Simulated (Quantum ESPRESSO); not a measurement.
Crystal: ZrC.

```
CELL_PARAMETERS angstrom
0.00000 2.36500 2.36500
2.36500 0.00000 2.36500
2.36500 2.36500 0.00000
ATOMIC_POSITIONS crystal
Zr 0.50000 0.50000 0.50000
C 0.00000 0.00000 0.00000
```

Base run:

| Quantity | Value |
| --- | --- |
| Program | Quantum ESPRESSO 7.5 |
| Functional | PBEsol |
| Potentials or basis | GBRV 1.5 PBEsol |
| Cutoff | 612 eV |
| Density cutoff | 4898 eV |
| k mesh | 10 × 10 × 10 |
| Occupations | fermi-dirac, width 0.05 eV |
| Spin | no spin polarisation |
| Hubbard terms | Zr d U = 6 eV |

Its results: band gap on the k mesh none (metal or under the smearing width); pressure 1.4 GPa.

The run is repeated on the same cell with these changes: hubbard terms from Zr d U = 6 eV to Zr d U = 1 eV. What comes out?

Band gap on the k mesh none (metal or under the smearing width); pressure -7.2 GPa.

Caveats: U without spin polarisation on a metal has little footing; the U is typed as a test and isn't derived for this compound.
